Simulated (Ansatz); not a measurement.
# Ge: the cost of one run

Method: DFT PBE, scalar-relativistic, plane waves, PAW, in Ansatz 0.2.0.

41 further runs of the same task are left out: 1 that didn't finish, 40 set aside as unsound or not needed.

**1. The structure to begin with**

The structure is hexagonal, space group P6_3/mmc (No. 194). Conventional cell: a = 4.003 Å, b = 4.003 Å, c = 13.157 Å, α = 90.00°, β = 90.00°, γ = 120.00°. Around Ge (site symmetry 3m) lie 4 Ge at 2.45 Å. Ge (site symmetry 3m) is surrounded by 4 Ge at 2.45 to 2.47 Å.

Coordinates:

```
Ge
1.0
     4.00312    0.00000    0.00000
    -2.00156    3.46680    0.00000
     0.00000    0.00000   13.15671
Ge
8
Direct
  0.00000 0.00000 0.40685
  0.00000 0.00000 0.59315
  0.00000 0.00000 0.90685
  0.00000 0.00000 0.09315
  0.33333 0.66667 0.34406
  0.66667 0.33333 0.65594
  0.66667 0.33333 0.84406
  0.33333 0.66667 0.15594
```

The structure comes from the Materials Project (structure only).

**6. Setting up the map**

Atoms count from 1 in the order of the input.

The energy is mapped over a free internal coordinate and the cell.

The axes are (1) shift of Ge1 along [0 0 1], its symmetry partners moved as symmetry demands (measured in the relaxed cell): 9 values from −0.150 Å; (2) c/a of the conventional cell at fixed volume: 9 values from 3.018 to 3.542.

Nothing else is relaxed (all other coordinates fixed). Energies count from the relaxed crystal. Points are written as (first, second).

(The set-up runs are not shown.)

**7. The run at (−0.150 Å, 3.280)**

Contents of input.yaml:

```yaml
crystal:
  lattice:
    - [4.0658732115, 0.0, 0.0]
    - [-2.0329366058, 3.5211494897, 0.0]
    - [0.0, 0.0, 13.3363336065]
  atoms:
    - { symbol: Ge, position: [0.0, 0.0, 0.3955272934] }
    - { symbol: Ge, position: [0.0, 0.0, 0.6044727066] }
    - { symbol: Ge, position: [0.0, 0.0, 0.8955272934] }
    - { symbol: Ge, position: [0.0, 0.0, 0.1044727066] }
    - { symbol: Ge, position: [0.3333333333, 0.6666666667, 0.3442031336] }
    - { symbol: Ge, position: [0.6666666667, 0.3333333333, 0.6557968664] }
    - { symbol: Ge, position: [0.6666666667, 0.3333333333, 0.8442031336] }
    - { symbol: Ge, position: [0.3333333333, 0.6666666667, 0.1557968664] }
basis:
  ecutwfc: 420
kpoints:
  mp_grid: { grid: [15, 15, 4] }
hamiltonian:
  xc: pbe
scf:
  occupations: { method: gaussian, width: 0.15 }
output:
  forces: true
  stress: true
  eigenvalues: true
```

Started as:

```console
> ansatz run input.yaml --threads 4 --pin off --max-ram 8192MiB --backend cpu --events-out ev --progress --plain --runs-dir out
```

**Question.** How long does this run take on 4 threads of Arm Neoverse V2, shared host, and how much memory does it need?

About 9.4 s, with a peak of 1 GiB.
